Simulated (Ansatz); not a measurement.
Take a crystal in which Te has been replaced by O on all its sites, with the cell rescaled by a rough guess (in some cases also distorted within its space group) and nothing relaxed:

```cif
data_structure
_symmetry_space_group_name_H-M 'P 1'
_symmetry_Int_Tables_number 1
_cell_length_a 3.4706
_cell_length_b 3.4706
_cell_length_c 3.4706
_cell_angle_alpha 60.000
_cell_angle_beta 60.000
_cell_angle_gamma 60.000
_cell_volume 29.56
loop_
_atom_site_label
_atom_site_type_symbol
_atom_site_fract_x
_atom_site_fract_y
_atom_site_fract_z
_atom_site_occupancy
Mg1 Mg 0.00000 0.00000 0.00000 1
O1 O 0.50000 0.50000 0.50000 1
```

Theory: Ansatz, DFT PBE, scalar-relativistic, plane waves, PAW.

Plane waves to 420 eV, a k mesh through Γ of 10×10×10 on the computed 2-atom cell and Gaussian smearing (0.02 eV); no spin polarisation.

Problem. Will this cell want to expand or contract, and how hard?

Solution. The pressure is -26.7 GPa (positive in compression), so the cell would contract.

Problem. Is it a metal on this mesh?

Solution. No: the gap is 1.42 eV, the least direct gap 1.42 eV.

Problem. What is its energy against the elements in their standard states?

Solution. -2.069 eV/atom at this unrelaxed geometry, with the elements in the same functional.